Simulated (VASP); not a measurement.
# BaTiO3 (R3m) in VASP: a series of runs, part 2 of 2

VASP 6.6.1.

## Step 3: Relaxation of shape and atoms at fixed volume, r2SCAN (a relaxed cell with its volume scaled by 0.96)

INCAR reads:

```
PREC     = Accurate       # precision mode
ENCUT    = 600            # plane-wave cutoff, eV
EDIFF    = 1E-7           # SCF threshold, eV
ISMEAR   = 0              # smearing method
SIGMA    = 0.03           # smearing width, eV
LREAL    = F              # projectors in reciprocal space
LASPH    = T              # aspherical terms in the spheres
NELM     = 80             # most SCF steps
ALGO     = Normal         # electronic algorithm
ISIF     = 4              # what is computed and relaxed
LWAVE    = F              # write WAVECAR
LCHARG   = F              # write CHGCAR
METAGGA  = R2SCAN         # meta-GGA
LMIXTAU  = T            
IBRION   = 2              # ionic algorithm
NSW      = 40             # ionic steps
EDIFFG   = -0.01          # ionic threshold
KPAR     = 2
```

KPOINTS reads:

```
regular mesh
0
Gamma
  7 7 7
```

POSCAR reads:

```
BaTiO3                                  
1.0
    2.8098459665      1.6222653251      2.3052054799
   -2.8098459665      1.6222653251      2.3052054799
   -0.0000000000     -3.2445306502      2.3052054799
  Ba              Ti              O             
     1     1     3
Direct
     0.9975285894313949    0.9975285894313949    0.9975285894313949
     0.4842479316109137    0.4842479316109137    0.4842479316109137
     0.5093152506110088    0.5093152506110088    0.0187929777356718
     0.0187929777356718    0.5093152506110088    0.5093152506110088
     0.5093152506110088    0.0187929777356718    0.5093152506110088
```

Potentials or basis: VASP PAW PBE potentials, release 64 (Ba_sv, Ti_sv, O).

Launch:

```
$ cat potpaw_PBE.64/Ba_sv/POTCAR potpaw_PBE.64/Ti_sv/POTCAR potpaw_PBE.64/O/POTCAR > POTCAR
$ mpirun -np 2 vasp_std > vasp.out
```

OUTCAR:

```text
PREC = Accurate
   ENCUT = 600
   EDIFF = 1E-7
   ISMEAR = 0
   LREAL = F
   LASPH = T
   NELM = 80
   ISIF = 4
   METAGGA = R2SCAN
   IBRION = 2
   NSW = 40
   EDIFFG = -0.01

 ion  position               nearest neighbor table
   1  0.998  0.998  0.998-   3 2.75   4 2.75   5 2.75   4 2.81   5 2.81   5 2.81   4 2.81   3 2.81
                             3 2.81   3 2.89   4 2.89   5 2.89   2 3.37   2 3.41   2 3.41   2 3.41
   2  0.484  0.484  0.484-   3 1.86   4 1.86   5 1.86   3 2.13   4 2.13   5 2.13   1 3.37   1 3.41
                             1 3.41   1 3.41   1 3.48   1 3.48   1 3.48   1 3.55
   3  0.509  0.509  0.019-   2 1.86   2 2.13   1 2.75   1 2.81   1 2.81   1 2.89
   4  0.019  0.509  0.509-   2 1.86   2 2.13   1 2.75   1 2.81   1 2.81   1 2.89
   5  0.509  0.019  0.509-   2 1.86   2 2.13   1 2.75   1 2.81   1 2.81   1 2.89

  LATTYP: Found a trigonal (rhomboedric) cell.
 ALAT       =     3.9800692764
 COS(alpha) =     0.0031868499

  Lattice vectors:
[... 468 lines left out ...]

  energy without entropy =      -74.23494398  energy(sigma->0) =      -74.23494398

 E-fermi :   3.8811     XC(G=0): -12.0064

 val. band max:        3.5684979039   @ k =   0.4286   0.4286   0.4286
 cond. band min:       6.1257288241   @ k =   0.0000   0.0000   0.0000
 fundamental gap:      2.5572309203
 Fermi energy:         3.8810858831

 k-point     1 :       0.0000    0.0000    0.0000
  band No.  band energies     occupation
      1     -54.9910      2.00000
      2     -30.1810      2.00000
      3     -30.1810      2.00000
      4     -30.1799      2.00000
      5     -21.7929      2.00000
      6     -14.2347      2.00000
[... 637 lines left out ...]
     23       7.9058      0.00000
     24       9.5299      0.00000

 [... further k-points ...]

------------------------ aborting loop because EDIFF is reached ----------------------------------------

  FORCE on cell =-STRESS in cart. coord.  units (eV):
  Direction    XX          YY          ZZ          XY          YZ          ZX
  --------------------------------------------------------------------------------------
  -------------------------------------------------------------------------------------
  Total        2.1209248      2.1209248      2.1278118      0.0000000      0.0000000      0.0000000
  in kB       53.8977401     53.8977401     54.0727546      0.0000000      0.0000000      0.0000000
  external PRESSURE =      53.9560783 kB  Pullay stress =       0.0000000 kB
[... 20 lines left out ...]
  FREE ENERGIE OF THE ION-ELECTRON SYSTEM (eV)
  ---------------------------------------------------
  free  energy   TOTEN  =       -74.2349439810 eV

  energy  without entropy=      -74.2349439810  energy(sigma->0) =      -74.23494398

 reached required accuracy - stopping structural energy minimisation
```

It took 7.1 min on 2 MPI ranks of AMD EPYC 9R45 (Zen 5), shared host; peak memory 0.22 GiB.

Results:

```
Free energy               : -74.2349 eV
Energy gained by relaxing : 3.9 meV/atom
Ionic steps               : 8
Pressure after relaxing   : 5.4 GPa
Band gap on the k mesh    : 2.56 eV, indirect (least direct gap 2.76 eV)
```

Forces on the atoms (eV/Å):
```
Ba   0.000  0.000  0.000
Ti   0.000  0.000  0.002
O    0.000  0.001 -0.001
O    0.000  0.000 -0.001
O    0.000  0.000 -0.001
```

Step by step:
```tsv
step	energy change (eV)	largest force (eV/Å)	pressure (GPa)
1	0.0000	0.4685	7.74
2	-0.0157	0.1519	6.20
3	-0.0166	0.1028	5.77
4	-0.0185	0.0675	5.65
5	-0.0191	0.0305	5.54
6	-0.0194	0.0119	5.43
7	-0.0194	0.0122	5.43
8	-0.0194	0.0024	5.40
```

Final structure:
```yaml
crystal:
  lattice:
    - [2.81269, 1.62391, 2.30054]
    - [-2.81269, 1.62391, 2.30054]
    - [0.00000, -3.24782, 2.30054]
  atoms:
    - { symbol: Ba, position: [0.00009, 0.00009, 0.00009] }
    - { symbol: Ti, position: [0.49083, 0.49083, 0.49083] }
    - { symbol: O, position: [0.50772, 0.50772, 0.01283] }
    - { symbol: O, position: [0.01283, 0.50772, 0.50772] }
    - { symbol: O, position: [0.50772, 0.01283, 0.50772] }
```

Caveat: the PAW data sets were made with another functional, which shifts forces and pressure a little; spin-orbit coupling is left out, which moves the levels of the heavy elements; an odd mesh through Γ misses points on the zone boundary, where band edges often lie.

## Step 4: Relaxation of shape and atoms at fixed volume, r2SCAN (a relaxed cell with its volume scaled by 0.98)

INCAR is that of step 3.

KPOINTS is that of step 3.

POSCAR: that of step 3 with these lines changed.

```diff
@@ -2,5 +2,5 @@
 1.0
-    2.8098459665      1.6222653251      2.3052054799
-   -2.8098459665      1.6222653251      2.3052054799
-   -0.0000000000     -3.2445306502      2.3052054799
+    2.8292248269      1.6334537154      2.3211039511
+   -2.8292248269      1.6334537154      2.3211039511
+   -0.0000000000     -3.2669074307      2.3211039511
   Ba              Ti              O
```

Launch:

```
$ cat potpaw_PBE.64/Ba_sv/POTCAR potpaw_PBE.64/Ti_sv/POTCAR potpaw_PBE.64/O/POTCAR > POTCAR
$ mpirun -np 2 vasp_std > vasp.out
```

Run time: 6 min. Hardware: 2 MPI ranks of AMD EPYC 9R45 (Zen 5), shared host; peak memory 0.23 GiB.

The run converged. Its results:

```yaml
Free_energy: -74.2697 eV
Energy_gained_by_relaxing: 1.0 meV/atom
Ionic_steps: 6
Pressure_after_relaxing: 2.5 GPa
Largest_force_after_relaxing: 0.005 eV/Å
Band_gap_on_the_k_mesh: 2.69 eV, indirect (least direct gap 2.99 eV)
```

Forces on the atoms (eV/Å):
```
Ba   0.000  0.000  0.003
Ti   0.000  0.000 -0.005
O    0.000  0.005  0.001
O   -0.004 -0.002  0.001
O    0.004 -0.002  0.001
```

Step by step:
| step | energy change (eV) | largest force (eV/Å) | pressure (GPa) |
| --- | --- | --- | --- |
| 1 | 0.0000 | 0.2282 | 3.67 |
| 2 | -0.0040 | 0.0835 | 2.91 |
| 3 | -0.0043 | 0.0491 | 2.65 |
| 4 | -0.0047 | 0.0342 | 2.58 |
| 5 | -0.0048 | 0.0187 | 2.52 |
| 6 | -0.0049 | 0.0051 | 2.48 |

Final structure:
```
Ba Ti O
1.0
     2.83088    1.63441    2.31838
    -2.83088    1.63441    2.31838
     0.00000   -3.26882    2.31838
Ba Ti O
1 1 3
Direct
  0.99877 0.99877 0.99877
  0.48735 0.48735 0.48735
  0.50855 0.50855 0.01597
  0.01597 0.50855 0.50856
  0.50855 0.01597 0.50856
```

Levels at points of the mesh, in eV from the valence-band top:
```csv
k point,band 18,band 19,band 20,band 21,band 22,band 23
"(0.00, 0.00, 0.00)",-0.39,-0.30,-0.30,2.69,2.69,2.80
```

Caveat: the PAW data sets were made with another functional, which shifts forces and pressure a little; spin-orbit coupling is left out, which moves the levels of the heavy elements; an odd mesh through Γ misses points on the zone boundary, where band edges often lie.

## Step 5: Relaxation of shape and atoms at fixed volume, r2SCAN

INCAR is that of step 4.

KPOINTS is that of step 4.

POSCAR: that of step 4 with these lines changed.

```diff
@@ -2,5 +2,5 @@
 1.0
-    2.8292248269      1.6334537154      2.3211039511
-   -2.8292248269      1.6334537154      2.3211039511
-   -0.0000000000     -3.2669074307      2.3211039511
+    2.8483417907      1.6444908996      2.3367875617
+   -2.8483417907      1.6444908996      2.3367875617
+   -0.0000000000     -3.2889817992      2.3367875617
   Ba              Ti              O
```

Launch:

```
$ cat potpaw_PBE.64/Ba_sv/POTCAR potpaw_PBE.64/Ti_sv/POTCAR potpaw_PBE.64/O/POTCAR > POTCAR
$ mpirun -np 2 vasp_std > vasp.out
```

It took 2.2 min on 2 MPI ranks of AMD EPYC 9R45 (Zen 5), shared host; peak memory 0.22 GiB.

Results (log left out):

* Free energy: -74.2825 eV
* Pressure after relaxing: 0.0 GPa
* Band gap on the k mesh: 2.82 eV, indirect (least direct gap 3.21 eV)

Forces in eV/Å, atoms in the order of the input:
```
Ba   0.000  0.000  0.001
Ti   0.000  0.000  0.003
O    0.000  0.001 -0.001
O   -0.001  0.000 -0.001
O    0.001  0.000 -0.001
```

Final structure:
```
Ba Ti O
1.0
     2.84834    1.64449    2.33679
    -2.84834    1.64449    2.33679
     0.00000   -3.28898    2.33679
Ba Ti O
1 1 3
Direct
  0.99753 0.99753 0.99753
  0.48425 0.48425 0.48425
  0.50932 0.50932 0.01879
  0.01879 0.50932 0.50932
  0.50932 0.01879 0.50932
```

Levels at points of the mesh, in eV from the valence-band top:
| k point | band 17 | band 18 | band 19 | band 20 | band 21 | band 22 | band 23 | band 24 |
| --- | --- | --- | --- | --- | --- | --- | --- | --- |
| (0.00, 0.00, 0.00) | -1.00 | -0.50 | -0.39 | -0.39 | 2.82 | 2.82 | 2.95 | 4.74 |

Caveat: the relaxation stopped at its first step, so nothing moved; the PAW data sets were made with another functional, which shifts forces and pressure a little; spin-orbit coupling is left out, which moves the levels of the heavy elements; an odd mesh through Γ misses points on the zone boundary, where band edges often lie.

## Step 6: Overview

| cell | gap on the mesh (eV) | pressure (GPa) | largest force (eV/Å) |
| --- | --- | --- | --- |
| atoms relaxed at fixed volume from: a relaxed cell with its volume scaled by 0.94 | 2.42 | 8.8 | 0.01 |
| atoms relaxed at fixed volume from: a relaxed cell with its volume scaled by 0.96 | 2.56 | 5.4 | - |
| atoms relaxed at fixed volume from: a relaxed cell with its volume scaled by 0.98 | 2.69 | 2.5 | 0.01 |
| atoms relaxed at fixed volume | 2.82 | 0.0 | - |

Alike in all rows: task relaxation of shape and atoms at fixed volume; level r2SCAN; potentials or basis VASP PAW PBE potentials, release 64 (Ba_sv, Ti_sv, O); no spin polarisation; k mesh 7 × 7 × 7; cutoff (eV) 600; smearing gaussian 0.03 eV.

Caveats: the PAW data sets were made with another functional, which shifts forces and pressure a little; spin-orbit coupling is left out, which moves the levels of the heavy elements; an odd mesh through Γ misses points on the zone boundary, where band edges often lie; the relaxation stopped at its first step, so nothing moved (some runs).

Total energies depend on the potentials used, so only differences within one code and one set of settings carry meaning.
